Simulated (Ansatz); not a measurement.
A (210) slab of Al (Fm-3m (No. 225)), 13 planes, outer planes Al (top) and Al (bottom), with 13 atoms (Al13) in a surface cell of A = 18.254 Å², as cut from the bulk:

```
CELL_PARAMETERS angstrom
4.04062 0.00000 0.00000
-2.02031 4.51755 0.00000
0.00000 0.00000 25.84213
ATOMIC_POSITIONS crystal
Al 0.70000 0.40000 0.29022
Al 0.40000 0.80000 0.32519
Al 0.10000 0.20000 0.36015
Al 0.80000 0.60000 0.39511
Al 0.50000 0.00000 0.43007
Al 0.20000 0.40000 0.46504
Al 0.90000 0.80000 0.50000
Al 0.60000 0.20000 0.53496
Al 0.30000 0.60000 0.56993
Al 0.00000 0.00000 0.60489
Al 0.70000 0.40000 0.63985
Al 0.40000 0.80000 0.67481
Al 0.10000 0.20000 0.70978
```

Method: DFT PBE, scalar-relativistic, plane waves, PAW in Ansatz 0.2.0. Plane waves to 420 eV, a k mesh through Γ of 9×8×1 on the computed 13-atom cell and Gaussian smearing (0.10 eV); no spin polarisation. The cell repeats along c with a dipole correction in the vacuum.

Against the same 13 atoms in the bulk, the slab as cut lies 2.399 eV higher and the relaxed slab 2.314 eV higher.

Q: Work out the surface energy before and after relaxation.

A: The slab has two faces, so γ = (E_slab − N·E_bulk)/(2A), the mean of both. As cut: 2.399/(2 × 18.254) = 0.0657 eV/Å², and 1 eV/Å² = 16.02 J/m², so γ = 1.05 J/m². Relaxed: 2.314/(2 × 18.254) = 0.0634 eV/Å² = 1.02 J/m². Relaxation recovers 4 % of the cost of cutting.

Q: A cut through this plane breaks about 10 nearest-neighbour bonds a surface cell. What does each broken bond cost, before relaxation?

A: One cut makes two faces and costs 2γA = 2.399 eV, shared by 10 bonds: 0.24 eV a bond. In a metal this is less than the cohesive energy a bond, since the bonds that remain at the surface strengthen.

Q: What is the ideal work of this cut, per area?

A: Griffith's ideal work is 2γ: 2.11 J/m² if the new faces stay rigid, 2.03 J/m² if they relax. One thickness was run, 13 planes, so γ can still shift with it.